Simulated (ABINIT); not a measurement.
The system is HgTe.

```
CELL_PARAMETERS angstrom
-3.04560 3.04560 1.55941
3.04560 -3.04560 1.55941
3.04560 3.04560 -1.55941
ATOMIC_POSITIONS crystal
Hg 0.75000 0.25000 0.50000
Te 0.00000 0.00000 0.00000
```

Measurements of this composition are mostly on another form, of space group No. 216.

Base run:

| Property | Result |
| --- | --- |
| Program | ABINIT 10.8.3 (patched build) |
| Functional | LDA |
| Potentials or basis | PseudoDojo NC SR LDA v0.4 stringent |
| Cutoff | 1061 eV |
| k mesh | 8 × 8 × 8 |
| Occupations | fermi-dirac, width 0.05 eV |
| Spin | no spin polarisation |

Its results: band gap on the k mesh none (metal or under the smearing width); pressure -14.8 GPa.

Q: The run is repeated on the same cell with these changes: potentials or basis from PseudoDojo NC SR LDA v0.4 stringent to PseudoDojo NC SR LDA v0.4.1 standard; cutoff from 1061 eV to 952 eV; valence electrons from 44 to 36. What comes out?

A: Band gap on the k mesh none (metal or under the smearing width); pressure -5.4 GPa.

Not every run made on this cell is shown here.
